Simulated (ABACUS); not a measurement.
Here is an ABACUS 3.10.1 calculation.

INPUT

```
INPUT_PARAMETERS
suffix              Sb
calculation         scf
basis_type          lcao
pseudo_dir          ./
orbital_dir         ./
symmetry            1
dft_functional      hse
ecutwfc             100
pseudo_rcut         7
nspin               1
nbands              19
ks_solver           genelpa
smearing_method     fd
smearing_sigma      0.00367493
scf_thr             1e-07
scf_nmax            100
mixing_type         broyden
mixing_beta         0.7
exx_hybrid_alpha    0.1
exx_hse_omega       0.11
exx_separate_loop   1
scf_ene_thr         1e-05
exx_pca_threshold   0.001
out_mul             1
```

STRU

```
ATOMIC_SPECIES
Sb 121.7600 Sb_ONCV_PBE-1.2.upf

NUMERICAL_ORBITAL
Sb_confined-atom_8au_2s2p2d.orb

LATTICE_CONSTANT
1.8897261246

LATTICE_VECTORS
2.1542000000 1.2437279499 3.7580000000
-2.1542000000 1.2437279499 3.7580000000
0.0000000000 -2.4874558998 3.7580000000

ATOMIC_POSITIONS
Direct

Sb
0.0
2
0.7665100000 0.7665100000 0.7665100000 1 1 1
0.2334900000 0.2334900000 0.2334900000 1 1 1
```

Contents of KPT:

```
K_POINTS
0
Gamma
4 4 4 0 0 0
```

Potentials or basis: SG15 ONCV 1.2 PBE, DZP LCAO (the cutoffs set its grid).

The run is started by

```bash
$ OMP_NUM_THREADS=8 abacus > log
```

Q: Predict the band gap on the k mesh.

A: 0.22 eV, direct.

Caveat: the k mesh is coarse (spacing up to 0.44 Å⁻¹), so the values aren't converged, least of all with exact exchange; the atomic orbitals were generated for these runs and aren't a published set; gaps of hybrids in this basis differ from plane-wave ones by up to 0.1 eV; spin-orbit coupling is left out, which moves the levels of the heavy elements; the basis of atomic orbitals isn't converged, which shifts pressures, moduli and gaps. A k mesh can miss the band edges.
